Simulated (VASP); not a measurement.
Here is a VASP 6.6.1 calculation.

File POSCAR:

```
BAs
1.0
    0.0000000000      2.3885000000      2.3885000000
    2.3885000000      0.0000000000      2.3885000000
    2.3885000000      2.3885000000      0.0000000000
As B
1 1
Direct
    0.7500000000      0.7500000000      0.7500000000
    0.0000000000      0.0000000000      0.0000000000
```

File INCAR.step1:

```
SYSTEM = BAs
PREC = Accurate
ENCUT = 520
EDIFF = 1E-5
ISMEAR = -1
SIGMA = 0.05
LREAL = .False.
LASPH = .True.
NELM = 80
ALGO = Normal
ISIF = 2
LWAVE = .True.
LCHARG = .False.
NBANDS = 11
GGA = PE
```

File INCAR.step2:

```
SYSTEM = BAs
PREC = Accurate
ENCUT = 520
EDIFF = 1E-6
ISMEAR = -1
SIGMA = 0.05
LREAL = .False.
LASPH = .True.
NELM = 80
ALGO = Normal
ISIF = 2
LWAVE = .False.
LCHARG = .False.
METAGGA = R2SCAN
LHFCALC = .True.
AEXX = 0.1
LMIXTAU = .True.
PRECFOCK = Fast
HFRCUT = -1
NBANDS = 11
ISTART = 1
```

File KPOINTS:

```
Automatic mesh
0
Gamma
  5 5 5
  0 0 0
```

KPOINTS_OPT

```
path GXWKGLUWLK,UX
8
line-mode
reciprocal
 0.0000000000  0.0000000000  0.0000000000  G
 0.5000000000  0.0000000000  0.5000000000  X

 0.5000000000  0.0000000000  0.5000000000  X
 0.5000000000  0.2500000000  0.7500000000  W

 0.5000000000  0.2500000000  0.7500000000  W
 0.3750000000  0.3750000000  0.7500000000  K

 0.3750000000  0.3750000000  0.7500000000  K
 0.0000000000  0.0000000000  0.0000000000  G

 0.0000000000  0.0000000000  0.0000000000  G
 0.5000000000  0.5000000000  0.5000000000  L

 0.5000000000  0.5000000000  0.5000000000  L
 0.6250000000  0.2500000000  0.6250000000  U

 0.6250000000  0.2500000000  0.6250000000  U
 0.5000000000  0.2500000000  0.7500000000  W

 0.5000000000  0.2500000000  0.7500000000  W
 0.5000000000  0.5000000000  0.5000000000  L

 0.5000000000  0.5000000000  0.5000000000  L
 0.3750000000  0.3750000000  0.7500000000  K

 0.6250000000  0.2500000000  0.6250000000  U
 0.5000000000  0.0000000000  0.5000000000  X
```

Potentials or basis: VASP PAW PBE potentials, release 64 (As, B).

Run with:

```sh
$ cat potpaw_PBE.64/As/POTCAR potpaw_PBE.64/B/POTCAR > POTCAR
$ cp INCAR.step1 INCAR
$ mpirun -np 1 vasp_std > vasp.out
$ cp INCAR.step2 INCAR
$ mpirun -np 1 vasp_std > vasp.out
```

(1) Predict the band gap along the path.

(2) Estimate the band gap on the k mesh.

(3) What does it give for the pressure?

Answers

(1) 1.89 eV, indirect (least direct gap 4.00 eV).

(2) 1.87 eV, indirect (least direct gap 4.00 eV).

(3) -0.1 GPa.

Caveat: the k mesh is coarse (spacing up to 0.46 Å⁻¹), so the values aren't converged, least of all with exact exchange; the PAW data sets were made with another functional, which shifts forces and pressure a little.
